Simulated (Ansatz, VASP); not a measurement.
## Mo in VASP and in Ansatz

INCAR

```
SYSTEM = Mo
PREC     = Accurate       ! precision mode
ENCUT    = 600            ! plane-wave cutoff, eV
EDIFF    = 1E-6           ! SCF threshold, eV
ISMEAR   = -1             ! smearing method
SIGMA    = 0.15           ! smearing width, eV
LREAL    = .FALSE.        ! projectors in reciprocal space
LASPH    = .TRUE.         ! aspherical terms in the spheres
NELM     = 100            ! most SCF steps
ALGO     = Fast           ! electronic algorithm
ISIF     = 3              ! what is computed and relaxed
LWAVE    = .FALSE.        ! write WAVECAR
LCHARG   = .FALSE.        ! write CHGCAR
GGA      = CA             ! functional
IBRION   = 2              ! ionic algorithm
NSW      = 80             ! ionic steps
EDIFFG   = -0.001         ! ionic threshold
```

File KPOINTS:

```
Automatic mesh
0
G
  18 18 18
  0 0 0
```

POSCAR

```
Mo
1.0
   -1.5554689540      1.5554689540      1.5554689540
    1.5554689540     -1.5554689540      1.5554689540
    1.5554689540      1.5554689540     -1.5554689540
Mo
1
Direct
    0.0000000000      0.0000000000      0.0000000000
```

Input for Ansatz:

```yaml
crystal:
  lattice:
    - [-1.555468954, 1.555468954, 1.555468954]
    - [1.555468954, -1.555468954, 1.555468954]
    - [1.555468954, 1.555468954, -1.555468954]
  atoms:
    - { symbol: Mo, position: [0.0, 0.0, 0.0] }
basis:
  ecutwfc: 420
kpoints:
  mp_grid: { grid: [18, 18, 18] }
hamiltonian:
  xc: lda
  pseudopotentials: { kind: paw, azcp: { folder: soft_1 } }
scf:
  occupations: { method: fermi_dirac, width: 0.15 }
output:
  forces: true
  stress: true
  eigenvalues: true
relax:
  adjacent_minimum: "off"
  f_tol: 0.001
  max_steps: 60
  cell: { stress_tol: 0.01 }
```

Alike in both runs: task relaxation of cell and atoms; functional LDA; k mesh 18 × 18 × 18; occupations fermi-dirac, width 0.15 eV; no spin polarisation.

|  | VASP | Ansatz |
| --- | --- | --- |
| version | VASP 6.6.1 | Ansatz 0.2.0 |
| potentials or method | VASP PAW LDA potentials, release 64 (Mo_sv) | scalar-relativistic, plane waves, PAW |
| plane-wave cutoff (eV) | 600 | 420 |
| valence electrons in the cell | 14 | 14 |

VASP gave:

| Property | Result |
| --- | --- |
| gap on the k mesh at the Fermi level, each at its own relaxed structure (eV) | none |
| relaxed volume (Å³/atom) | 15.13 |
| relaxed cell length with the largest relative difference (Å) | 2.699 |

Question: Which values does Ansatz return?

Answer: gap on the k mesh at the Fermi level, each at its own relaxed structure (eV): none; relaxed volume (Å³/atom): 15.07; relaxed cell length with the largest relative difference (Å): 2.695.

A gap of «none» marks a metal or a gap that the smearing closes. Ansatz warned: «pseudo_functional_mismatch».
